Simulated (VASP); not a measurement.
# As (P-1) in VASP: settings compared

The runs below take As through single point, with HSE(alpha, omega).

Everything below comes from runs of VASP 6.6.1. Logs are shortened: lines on timing, memory, paths and dates and some standing lists are left out, and cuts for length are marked.

## Step 1: The undisturbed crystal

The typed cell holds 2 atoms: a = 3.824 Å, b = 3.824 Å, c = 3.824 Å, α = 60.00°, β = 60.00°, γ = 60.00°.

This isn't the form of As at room conditions, which is rhombohedral.

## Step 2: Single point, HSE(alpha, omega) (all atoms moved at random)

The input, POSCAR:

```
As
1.0
   -2.7036817400      0.0000000000     -2.7036817400
    0.0000000000     -2.7036817400     -2.7036817400
   -2.7036817400     -2.7036817400      0.0000000000
As
2
Direct
    0.2763515400      0.2271399200      0.2568997100
    0.7236484600      0.7728600800      0.7431002900
```

The input, INCAR.step1:

```
SYSTEM = As
PREC     = Accurate       ! precision mode
ENCUT    = 520            ! plane-wave cutoff, eV
EDIFF    = 1E-5           ! SCF threshold, eV
ISMEAR   = -1             ! smearing method
SIGMA    = 0.05           ! smearing width, eV
LREAL    = .False.        ! projectors in reciprocal space
LASPH    = .True.         ! aspherical terms in the spheres
NELM     = 60             ! most SCF steps
ALGO     = Normal         ! electronic algorithm
ISIF     = 2              ! what is computed and relaxed
LWAVE    = .True.         ! write WAVECAR
LCHARG   = .False.        ! write CHGCAR
NBANDS   = 12             ! bands
GGA      = PE             ! functional
```

The input, INCAR.step2:

```
SYSTEM = As
PREC     = Accurate       ! precision mode
ENCUT    = 520            ! plane-wave cutoff, eV
EDIFF    = 1E-6           ! SCF threshold, eV
ISMEAR   = -1             ! smearing method
SIGMA    = 0.05           ! smearing width, eV
LREAL    = .False.        ! projectors in reciprocal space
LASPH    = .True.         ! aspherical terms in the spheres
NELM     = 60             ! most SCF steps
ALGO     = Normal         ! electronic algorithm
ISIF     = 2              ! what is computed and relaxed
LWAVE    = .False.        ! write WAVECAR
LCHARG   = .False.        ! write CHGCAR
GGA      = PE             ! functional
LHFCALC  = .True.         ! exact exchange
HFSCREEN = 0.1            ! screening, 1/A
AEXX     = 0.25           ! exact-exchange fraction
PRECFOCK = Fast         
NBANDS   = 12             ! bands
ISTART   = 1
```

The input, KPOINTS:

```
regular mesh
0
Gamma
  5 5 5
  0 0 0
```

Potentials or basis: VASP PAW PBE potentials, release 64 (As).

Command:

```sh
> cat potpaw_PBE.64/As/POTCAR > POTCAR
> cp INCAR.step1 INCAR
> mpirun -np 1 vasp_std > vasp.out
> cp INCAR.step2 INCAR
> mpirun -np 1 vasp_std > vasp.out
```

OUTCAR:

```text
SYSTEM = As
   PREC = Accurate
   ENCUT = 520
   EDIFF = 1E-6
   ISMEAR = -1
   LREAL = .False.
   LASPH = .True.
   NELM = 60
   ISIF = 2
   GGA = PE
   LHFCALC = .True.
   HFSCREEN = 0.1
   AEXX = 0.25
   PRECFOCK = Fast
   ISTART = 1

 ion  position               nearest neighbor table
   1  0.276  0.227  0.257-   2 2.53   2 2.62   2 2.69   2 2.73   2 2.80   2 2.88
   2  0.724  0.773  0.743-   1 2.53   1 2.62   1 2.69   1 2.73   1 2.80   1 2.88

  LATTYP: Found a face centered cubic cell.
 ALAT       =     5.4073634800

  Lattice vectors:

 A1 = (  -2.7036817400,   0.0000000000,  -2.7036817400)
 A2 = (   0.0000000000,  -2.7036817400,  -2.7036817400)
 A3 = (  -2.7036817400,  -2.7036817400,   0.0000000000)

Analysis of symmetry for initial positions (statically):
=====================================================================
 Subroutine PRICEL returns:
 Original cell was already a primitive cell.

 Routine SETGRP: Setting up the symmetry group for a
 face centered cubic supercell.

 Subroutine GETGRP returns: Found  2 space group operations
 (whereof  2 operations were pure point group operations)
 out of a pool of 48 trial point group operations.

The static configuration has the point symmetry S_2 .

Analysis of symmetry for dynamics (positions and initial velocities):
=====================================================================
 Subroutine PRICEL returns:
 Original cell was already a primitive cell.

 Routine SETGRP: Setting up the symmetry group for a
 face centered cubic supercell.

 Subroutine GETGRP returns: Found  2 space group operations
 (whereof  2 operations were pure point group operations)
 out of a pool of 48 trial point group operations.

The dynamic configuration has the point symmetry S_2 .

 Subroutine INISYM returns: Found  2 space group operations
 (whereof  2 operations are pure point group operations),
 and found     1 'primitive' translations

----------------------------------------------------------------------------------------

                                     Primitive cell

  volume of cell :      39.5273

  direct lattice vectors                    reciprocal lattice vectors
    -2.703681740  0.000000000 -2.703681740    -0.184933009  0.184933009 -0.184933009
     0.000000000 -2.703681740 -2.703681740     0.184933009 -0.184933009 -0.184933009
    -2.703681740 -2.703681740  0.000000000    -0.184933009 -0.184933009  0.184933009

  length of vectors
     3.823583385  3.823583385  3.823583385     0.320313368  0.320313368  0.320313368

  position of ions in fractional coordinates (direct lattice)
     0.276351540  0.227139920  0.256899710
     0.723648460  0.772860080  0.743100290

  ion indices of the primitive-cell ions
   primitive index   ion index
                 1           1
                 2           2

----------------------------------------------------------------------------------------

 KPOINTS: regular mesh

Automatic generation of k-mesh.
 Grid dimensions read from file:
 generate k-points for:    5    5    5

 Generating k-lattice:

  Cartesian coordinates                     Fractional coordinates (reciprocal lattice)
    -0.036986602  0.036986602 -0.036986602     0.200000000  0.000000000  0.000000000
     0.036986602 -0.036986602 -0.036986602     0.000000000  0.200000000  0.000000000
    -0.036986602 -0.036986602  0.036986602     0.000000000  0.000000000  0.200000000

  Length of vectors
     0.064062674  0.064062674  0.064062674

  Shift w.r.t. Gamma in fractional coordinates (k-lattice)
     0.000000000  0.000000000  0.000000000

 Subroutine IBZKPT returns following result:
 ===========================================

 Found     63 irreducible k-points:

 Following reciprocal coordinates:
            Coordinates               Weight
  0.000000  0.000000  0.000000      1.000000
  0.200000  0.000000  0.000000      2.000000
  0.000000  0.200000  0.000000      2.000000
  0.000000  0.000000  0.200000      2.000000
  0.200000  0.200000  0.200000      2.000000
  0.400000  0.000000  0.000000      2.000000
[... 16 lines left out ...]
  0.200000  0.400000  0.400000      2.000000
  0.400000  0.000000  0.200000      2.000000
 [... further k-points ...]
   k-points           NKPTS =     63   k-points in BZ     NKDIM =    125   number of bands    NBANDS=     12
   number of dos      NEDOS =    301   number of ions     NIONS =      2
   total plane-waves  NPLWV =  21952
   dimension x,y,z NGX =    28 NGY =   28 NGZ =   28
   dimension x,y,z NGXF=    56 NGYF=   56 NGZF=   56
   ions per type =               2
   NGX,Y,Z   is equivalent  to a cutoff of  12.17, 12.17, 12.17 a.u.
   NGXF,Y,Z  is equivalent  to a cutoff of  24.35, 24.35, 24.35 a.u.
 SYSTEM =  As
   PREC   = accura    normal or accurate (medium, high low for compatibility)
   ISTART =      1    job   : 0-new  1-cont  2-samecut
   ICHARG =      0    charge: 1-file 2-atom 10-const
   ISPIN  =      1    spin polarized calculation?
   LNONCOLLINEAR =      F non collinear calculations
   LSORBIT =      F    spin-orbit coupling
   LASPH  =      T    aspherical Exc in radial PAW
   ENCUT  =  520.0 eV  38.22 Ry    6.18 a.u.   7.11  7.11  7.11*2*pi/ulx,y,z
   NELM   =     60;   NELMIN=  2; NELMDL=  0     # of ELM steps
   EDIFF  = 0.1E-05   stopping-criterion for ELM
   LREAL  =      F    real-space projection
   EDIFFG = 0.1E-04   stopping-criterion for IOM
   NSW    =      0    number of steps for IOM
   IBRION =     -1    ionic relax: 0-MD 1-quasi-New 2-CG
   NFREE  =      0    steps in history (QN), initial steepest desc. (CG)
   ISIF   =      2    stress and relaxation
   ISYM   =      3    0-nonsym 1-usesym 2-fastsym
   POTIM  = 0.5000    time-step for ionic-motion
   TEBEG  =    0.0;   TEEND  =   0.0 temperature during run
   PSTRESS=    0.0 pullay stress
   NELECT =      10.0000    total number of electrons
   NUPDOWN=      -1.0000    fix difference up-down
   EMIN   =  10.00;   EMAX   =-10.00  energy-range for DOS
   EFERMI =   0.00;   METHOD = LEGACY
   ISMEAR =    -1;   SIGMA  =   0.05  broadening in eV -4-tet -1-fermi 0-gaus
   EFERMI_NEDOS =   21; number of points for ismear=-14 and -15
   IALGO  =     38    algorithm
   IMIX   =      1    mixing-type and parameters
     AMIX     =   0.40;   BMIX     =  1.00
     AMIX_MAG =   1.60;   BMIX_MAG =  1.00
  volume/ion in A,a.u.               =      19.76       133.37
  Fermi-wavevector in a.u.,A,eV,Ry     =   1.035403  1.956627 14.586243  1.072059
  Thomas-Fermi vector in A             =   2.169744
   LORBIT       =      0    0 simple, 1 ext, 2 COOP (PROOUT), +10 PAW based schemes
   GGA     = PE    functional components
   LHFCALC =     T    Hartree Fock is set to
   PRECFOCK=fast      Normal, Fast or Accurate (Low or Medium for compatibility)
   ENCUT4O =  -1.0   cutoff for four orbital integrals eV
   NKREDX  =     1    reduce k-point grid by
   NKREDY  =     1    reduce k-point grid by
   NKREDZ  =     1    reduce k-point grid by
   AEXX    =    0.2500 exact exchange contribution
   HFSCREEN=    0.1000 screening length (either q_TF or 0.3 A-1)
   HFSCREENC=   0.1000 screening length for correlation (either q_TF or 0.3 A-1)
   ENCUTFOCK=  -1.0 apply spherical cutoff to Coloumb kernel
   IVDW    =     0    specifies the selected vdW correction
   LEPSILON=     F    determine dielectric tensor
   LRPA    =     F    only Hartree local field effects (RPA)
 non-spin polarized calculation
  energy-cutoff  :      520.00
  volume of cell :       39.53
 maximum number of plane-waves:      1073
  NGX = 16; NGY = 16; NGZ = 16

 number of electron      10.0000000 magnetization

 Free energy of the ion-electron system (eV)
  ---------------------------------------------------
  ext. energy  EPLUGINS =         0.00000000
  ---------------------------------------------------
  free energy    TOTEN  =       -11.55899039 eV

  energy without entropy =      -11.55840426  energy(sigma->0) =      -11.55869733

 E-fermi :   5.8658     XC(G=0):  -8.4635

 val. band max:        5.6888116836   @ k =  -0.2000   0.2000   0.0000
 cond. band min:       6.0371680983   @ k =   0.4000   0.0000   0.0000
 fundamental gap:      0.3483564147
 Fermi energy:         5.8657657209

 k-point     1 :       0.0000    0.0000    0.0000
  band No.  band energies     occupation
      1     -11.2308      2.00000
      2       0.3794      2.00000
      3       3.2298      2.00000
      4       3.5030      2.00000
      5       3.5586      2.00000
      6      10.1089      0.00000
      7      10.1952      0.00000
      8      10.8955      0.00000
      9      12.4064      0.00000
     10      12.8949      0.00000
     11      12.9766      0.00000
     12      15.0841      0.00000

 k-point     2 :       0.2000    0.0000    0.0000
  band No.  band energies     occupation
      1     -10.6323      2.00000
      2      -2.2119      2.00000
      3       3.3231      2.00000
      4       3.6262      2.00000
      5       4.8145      2.00000
      6       8.3624      0.00000
      7       8.8026      0.00000
      8       9.0646      0.00000
      9      12.8449      0.00000
     10      13.5937      0.00000
     11      13.6610      0.00000
     12      18.3105      0.00000

 k-point     3 :       0.0000    0.2000    0.0000
  band No.  band energies     occupation
      1     -10.6291      2.00000
      2      -2.2314      2.00000
      3       3.3212      2.00000
      4       3.6458      2.00000
      5       4.7918      2.00000
      6       8.3775      0.00000
      7       8.8235      0.00000
      8       9.1050      0.00000
      9      12.7975      0.00000
     10      13.5675      0.00000
     11      13.6666      0.00000
     12      18.3046      0.00000
[... 286 lines left out ...]
 k-point    23 :       0.2000    0.4000    0.4000
  band No.  band energies     occupation
      1      -9.0790      2.00000
      2      -4.5399      2.00000
      3       1.4892      2.00000
      4       2.1439      2.00000
      5       2.4227      2.00000
      6       9.7482      0.00000
      7      10.0780      0.00000
      8      10.3785      0.00000
      9      11.7122      0.00000
     10      17.7655      0.00000
     11      18.1984      0.00000
     12      19.3834      0.00000

 k-point    24 :       0.4000    0.0000    0.2000
  band No.  band energies     occupation
      1      -9.0999      2.00000
      2      -4.4783      2.00000
      3       1.2965      2.00000
      4       1.9451      2.00000
      5       2.8719      2.00000
      6       9.7691      0.00000
      7       9.8131      0.00000
      8      10.7469      0.00000
      9      11.3207      0.00000
     10      18.0039      0.00000
     11      18.3506      0.00000
     12      19.4791      0.00000

 [... further k-points ...]

------------------------ aborting loop because EDIFF is reached ----------------------------------------

  FORCE on cell =-STRESS in cart. coord.  units (eV):
  Direction    XX          YY          ZZ          XY          YZ          ZX
  --------------------------------------------------------------------------------------
  -------------------------------------------------------------------------------------
  Total        0.0224918     -0.2041170      0.2970778     -0.4886354     -0.0265214      0.0655832
  in kB        0.9116714     -8.2735723     12.0415965    -19.8060909     -1.0750046      2.6583140
  external PRESSURE =       1.5598985 kB  Pullay stress =       0.0000000 kB

 VOLUME and BASIS-vectors are now :
 -----------------------------------------------------------------------------
  energy-cutoff  :      520.00
  volume of cell :       39.53
      direct lattice vectors                 reciprocal lattice vectors
    -2.703681740  0.000000000 -2.703681740    -0.184933009  0.184933009 -0.184933009
     0.000000000 -2.703681740 -2.703681740     0.184933009 -0.184933009 -0.184933009
    -2.703681740 -2.703681740  0.000000000    -0.184933009 -0.184933009  0.184933009

 POSITION                                       TOTAL-FORCE (eV/Angst)
 -----------------------------------------------------------------------------------
     -1.44174     -1.30869     -1.36128        -0.792020      0.682339     -0.104817
     -3.96562     -4.09867     -4.04608         0.792020     -0.682339      0.104817
 -----------------------------------------------------------------------------------
    total drift:                               -0.000000      0.000000     -0.000000

  FREE ENERGIE OF THE ION-ELECTRON SYSTEM (eV)
  ---------------------------------------------------
  free  energy   TOTEN  =       -11.5589903873 eV

  energy  without entropy=      -11.5584042650  energy(sigma->0) =      -11.55869733
```

Run time: 5.9 min. Hardware: 1 thread of Intel Xeon 6975P-C (Granite Rapids), shared host; peak memory 0.28 GiB.

What came out:

| Item | Value |
| --- | --- |
| Free energy | -11.5590 eV |
| Pressure | 0.2 GPa |
| Largest force | 1.051 eV/Å |
| Band gap on the k mesh | 0.35 eV, indirect (least direct gap 0.59 eV) |

Forces on the atoms (eV/Å):
```
As  -0.792  0.682 -0.105
As   0.792 -0.682  0.105
```

Stress tensor (GPa, compression positive):
```
 0.09 -1.98  0.27
-1.98 -0.83 -0.11
 0.27 -0.11  1.20
```

Levels at points of the mesh, in eV from the valence-band top:
```csv
k point,band 1,band 2,band 3,band 4,band 5,band 6,band 7,band 8,band 9,band 10
"(0.00, 0.00, 0.00)",-16.92,-5.31,-2.46,-2.19,-2.13,4.42,4.51,5.21,6.72,7.21
```

Caveat: the PAW data sets were made with another functional, which shifts forces and pressure a little; an odd mesh through Γ misses points on the zone boundary, where band edges often lie.

## Step 3: Single point, HSE(alpha, omega) (all atoms moved at random)

POSCAR is that of step 2.

INCAR.step1 is that of step 2.

Changes to INCAR.step2 since step 2:

```diff
@@ -15,3 +15,3 @@
 LHFCALC  = .True.         ! exact exchange
-HFSCREEN = 0.1            ! screening, 1/A
+HFSCREEN = 0.15           ! screening, 1/A
 AEXX     = 0.25           ! exact-exchange fraction
```

KPOINTS is that of step 2.

Potentials or basis: VASP PAW PBE potentials, release 64 (As).

Command:

```sh
> cat potpaw_PBE.64/As/POTCAR > POTCAR
> cp INCAR.step1 INCAR
> mpirun -np 1 vasp_std > vasp.out
> cp INCAR.step2 INCAR
> mpirun -np 1 vasp_std > vasp.out
```

Wall time 5.8 min (1 thread of Intel Xeon 6975P-C (Granite Rapids), shared host); peak memory 0.28 GiB.

The run converged. Its results:

* Free energy: -11.2850 eV
* Pressure: 0.4 GPa
* Largest force: 1.028 eV/Å
* Band gap on the k mesh: 0.24 eV, indirect (least direct gap 0.47 eV)

Forces on the atoms (eV/Å):
```
As  -0.778  0.664 -0.108
As   0.778 -0.664  0.108
```

Stress tensor (GPa, compression positive):
```
 0.32 -1.95  0.26
-1.95 -0.59 -0.09
 0.26 -0.09  1.46
```

Levels at points of the mesh, in eV from the valence-band top:
```
           k point  band 1  band 2  band 3  band 4  band 5  band 6  band 7  band 8  band 9  band 10
(0.00, 0.00, 0.00)  -16.87   -5.28   -2.43   -2.15   -2.10    4.28    4.36    5.06    6.58     7.07
```

Caveat: the PAW data sets were made with another functional, which shifts forces and pressure a little; an odd mesh through Γ misses points on the zone boundary, where band edges often lie.
